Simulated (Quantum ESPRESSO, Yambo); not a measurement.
# InP (F-43m): G0W0 on several meshes in Yambo, part 2 of 2

Aim: the GW shift of InP (F-43m) against the k mesh.

Quantum ESPRESSO 7.5 and Yambo 5.3.0; PBE and many-body steps on it, plane waves. Known limits of the many-body steps: not at the basis limit; no spin-orbit coupling; coarse k mesh.

So far. Step 4 (2×2×2): The gap on the mesh goes from 0.69 eV to 1.41 eV, a correction of +0.72 eV. Step 5 (Empty states on the mesh, 6×6×6 mesh, 127 bands): On this mesh the gap is 0.686 eV.

## (6) Conversion and set-up

This step: Yambo 5.3.0; conversion and set-up on PBE, plane waves, norm-conserving pseudopotentials.

The run is started by

```
(cd o/x.save; p2y > p2y.log; mv SAVE ../..); yambo > setup.log
```

Log:

```text
 Yambo, version 5.3.0

 [02] CORE Variables Setup
 =========================

  [02.01] Unit cells
  ==================

  Cell kind             :  FCC
  Atoms in the cell     :  In  P
  number of In atoms    :  1
  number of P  atoms    :  1

  List of atomic masses
  Mass of In    :  114.8200
  Mass of P     :  30.97400

  List of atomic coordinates    : [cc]
  In1       :  0.000000  0.000000  0.000000  order 1
  P1       :  2.772559  2.772559  2.772559  order 2

  Alat factors          :  5.545118  5.545118  5.545118 [a.u.]
  Direct lattice volume :  341.0062 [a.u.]
[...]
Q [ 1]         [rlu]:  0.000000  0.000000  0.000000
 Q [ 2]         [rlu]:  0.58858E-17  0.58858E-17  0.16667
 Q [ 3]         [rlu]:  0.11772E-16  0.11772E-16  0.33333
[...]
Q [ 8]         [rlu]: -0.18451E-16  0.16667     -0.33333
 Q [ 9]         [rlu]: -0.11772E-16  0.16667     -0.16667
 Q [10]         [rlu]:  0.27102E-17  0.33333      0.33333
     [... 4 further rows ...]
 Q [15]         [rlu]:  0.166667  0.333333 -0.333333
 Q [16]         [rlu]:  0.166667 -0.500000 -0.333333

  [03.01] X indexes
  =================

   [03.01.01] Sigma indexes
   ========================

 [06] Game Over & Game summary
```

Run time: 2.7 s. Hardware: 1 MPI rank of INTEL XEON PLATINUM 8581C at 2.30GHz (Emerald Rapids), shared host; peak memory 0.25 GiB.

## (7) 6×6×6

This step: G0W0 on PBE, plane waves, norm-conserving pseudopotentials.

gw14.in

```
HF_and_locXC
gw0
dyson
ppa
em1d
rim_cut
RandQpts= 1000000
RandGvec= 1 RL
EXXRLvcs= 80 Ry
VXCRLvcs= 320 Ry
Chimod= "HARTREE"
% BndsRnXp
 1 | 127 |
%
NGsBlkXp= 15.5 Ry
% LongDrXp
 1 | 1 | 1 |
%
% GbndRnge
 1 | 127 |
%
DysSolver= "n"
ExtendOut
PPAPntXp= 27.21138 eV
% QPkrange
 1 | 1 | 12 | 15 |
%
```

The run is started by

```
OMP_NUM_THREADS=1 mpirun -n 8 yambo -F gw14.in -J gw14 -C gw14 > gw14.log
```

Log:

```text
 Yambo, version 5.3.0

 [02] CORE Variables Setup
 =========================

  [... cell, symmetries and grids as in the set-up ...]

  [02.05] Energies & Occupations
  ==============================

  [X] === General ===
  [X] Electronic Temperature                        :  0.000000  0.000000 [eV K]
  [X] Bosonic    Temperature                        :  0.000000  0.000000 [eV K]
  [X] Finite Temperature mode                       : no
  [X] El. density                                   :  0.51453E+24 [cm-3]
  [X] Fermi Level                                   :  8.260446 [eV]

  [X] === Gaps and Widths ===
  [X] Conduction Band Min                           :  0.686429 [eV]
  [X] Valence Band Max                              :  0.000000 [eV]
  [X] Filled Bands                                  :  13
  [X] Empty Bands                                   :   14  127
  [X] Direct Gap                                    :  0.686429 [eV]
  [X] Direct Gap localized at k                     :  1
  [X] Indirect Gap                                  :  0.686429 [eV]
  [X] Indirect Gap between kpts                     :  1  1
  [X] Last valence band width                       :  2.764772 [eV]
  [X] 1st conduction band width                     :  2.958353 [eV]

 [03] Transferred momenta grid and indexing
 ==========================================

 IBZ Q-points                                      :  16
 BZ  Q-points                                      :  216

 K/Q-points units:
 rlu = crystal or reduced units; cc = cartesian coordinates; iku = interal k-units

 Q [ 1]         [rlu]:  0.000000  0.000000  0.000000
 Q [ 2]         [rlu]:  0.58858E-17  0.58858E-17  0.16667
 Q [ 3]         [rlu]:  0.11772E-16  0.11772E-16  0.33333
[...]
================================================

 [VXC] Plane waves :   33079
 [EXS] Plane waves :   4279

 QP @ state[ 1 ] K range:  1  1
 QP @ state[ 1 ] b range:  12  15

 [xc] Functional : Perdew, Burke & Ernzerhof(X)+Perdew, Burke & Ernzerhof(C)
 [xc] LIBXC used to calculate xc functional
  PP Number of Atomic Species                      :  2
  NLCC RL compoments                               :   33079
  PP Number of Atomic Species                      :  2
  NLCC RL compoments                               :   33079

 [xc] E_xc :  -18.18158 [Ha]
      E_xc :  -36.36315 [Ry]

  Local XC kind (lXC) : Perdew, Burke & Ernzerhof(X)+Perdew, Burke & Ernzerhof(C)
  Non-Local XC kind (nlXC) : Hartree-Fock

  Corrections @ K [1] :  [eV]
 <12|nlXC|12> = -14.53804  0.26602E-17 <12|lXC|12> = -12.88871  0.000000
 <13|nlXC|13> = -14.53805 -0.81867E-17 <13|lXC|13> = -12.88871  0.000000
 <14|nlXC|14> = -8.159194 -0.50137E-17 <14|lXC|14> = -11.73979  0.000000
 <15|nlXC|15> = -6.426708 -0.25160E-18 <15|lXC|15> = -10.78461  0.000000

 [08] Dyson equation: Newton solver
 ==================================

  [08.01] G0W0 (W PPA)
  ====================

  [  GW  ] Bands range     :    1  127
  [GW/PPA] G damping       :  0.100000 [eV]

  QP @ state[ 1 ] K range:  1  1
  QP @ state[ 1 ] b range:  12  15

   Sc/G bands                                       :    1  127
   Sc/G damping                                     :  0.100000 ev
   Sc bands terminator                              : no
   Sx RL components                                 :   4279

   QP @ state[ 1 ] K range                          :  1  1
   QP @ state[ 1 ] b range                          :  12  15
   GF energies kind                                 : Perdew, Burke & Ernzerhof(X)+Perdew, Burke & Ernzerhof(C)
   GF WF`s kind                                     : Perdew, Burke & Ernzerhof(X)+Perdew, Burke & Ernzerhof(C)
   Xs energies kind                                 : Perdew, Burke & Ernzerhof(X)+Perdew, Burke & Ernzerhof(C)
   Xs WF`s kind                                     : Perdew, Burke & Ernzerhof(X)+Perdew, Burke & Ernzerhof(C)

 [11] Game Over & Game summary
```

Run time: 5.2 min. Hardware: 8 MPI ranks; peak memory 4.1 GiB; 42 min of CPU time.

Numbers from this step:

| Property | Result |
| --- | --- |
| G0W0 gap on the points computed | 1.381 eV |
| starting gap on the mesh | 0.6864 eV |
| k of the valence top | 0, 0, 0 |
| k of the conduction bottom | 0, 0, 0 |
| least direct G0W0 gap on the computed points | 1.381 eV |
| Z at the valence top | 0.7800 |
| Z at the conduction bottom | 0.7948 |

Against G0W0 in Yambo (2×2×2 mesh, 127 bands, screening to 210.9 eV, Godby-Needs plasmon pole), the gap moves by −0.028 eV.

## (8) The runs together

Times are wall times on 8 MPI ranks of INTEL XEON PLATINUM 8581C at 2.30GHz (Emerald Rapids), shared host, good to a factor of about two.

```csv
run,mesh,bands,screening cutoff (eV),DFT gap (eV),gap on the mesh (eV),direct (eV),time
2×2×2,2×2×2,127,210.9,0.686,1.409,1.409,7.3 s
6×6×6,6×6×6,127,210.9,0.686,1.381,1.381,5.2 min
```

## (9) Outcome

```
2×2×2        : 1.409 eV
6×6×6        : 1.381 eV
known limits : not at the basis limit; no spin-orbit coupling; coarse k mesh
```

6×6×6: −0.028 eV against 2×2×2. Bands and cutoff are finite, so the gap is not at the basis limit. The miss can reach some tenths of an eV and take either sign; the mesh is an error of its own. In the G0W0 runs levels were corrected at 1 k point alone, so a gap called «on the mesh» is the least over those, and an edge elsewhere would be missed. The 2×2×2 mesh is coarse for this cell, which bears on the long-range parts of exchange and screening. The many-body steps are scalar-relativistic: spin-orbit coupling is not in them.

[Paths, hosts, dates, memory and timing lines, banners, echoed tables and standing remarks are left out of the program output.]

[Logs are printed without paths, hosts, clocks, repeated set-up lines and the standing remarks that a program may print on its own settings, such as how far it seeks lower states.]

[Runs of the session that timed out or met a known fault of the program may be left out.]

[Hosts, paths, dates, database ids (printed as entryN), source tags and the programs' standing remarks are cut or masked in the printed files.]
